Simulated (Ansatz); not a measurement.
CuO:

```
Cu O
1.0
     3.17953    0.00000    0.00000
    -1.58977    2.75356    0.00000
     0.00000    0.00000    4.43149
Cu O
2 2
Cartesian
  0.0000 0.0000 0.0000
  0.0000 0.0000 2.2157
  0.0000 1.8357 1.1079
  1.5898 0.9179 3.3236
```

Measurements of this composition are mostly on another form, of space group No. 15.

Base run:

| Item | Value |
| --- | --- |
| Program | Ansatz 0.2.0 |
| Functional | PBEsol |
| Potentials or basis | Ansatz PAW |
| Cutoff | 420 eV (not typed: the program's choice for these potentials) |
| k mesh | 10 × 10 × 6 |
| Occupations | fermi-dirac, width 0.05 eV |
| Spin | no spin polarisation |

Its results: band gap on the k mesh none (metal or under the smearing width); pressure -2.7 GPa.

Q: After a change of settings the same cell gave: band gap on the k mesh none (metal or under the smearing width); pressure 6.2 GPa. Which change was it?
A. functional from PBEsol to PBE; k mesh from 10 × 10 × 6 to 6 × 6 × 4
B. functional from PBEsol to r2SCAN; cutoff from 420 eV (not typed: the program's choice for these potentials) to 500 eV (not typed: the program's choice for these potentials); hubbard terms from none to Cu d U = 4.5 eV; hubbard projectors from none to ortho-atomic (the default)
C. hubbard terms from none to Cu d U = 5.3 eV; hubbard projectors from none to ortho-atomic (the default)

A: A.

Caveats: some runs use coarse meshes; the run has no spin polarisation, though such a crystal can be magnetic; semilocal functionals often make such compounds metallic where correlation or magnetic order opens a gap, which also shifts bond lengths; the PAW data sets come from PBE, with cores solved anew for the run's functional, which leaves a small shift of forces and pressure (some runs).
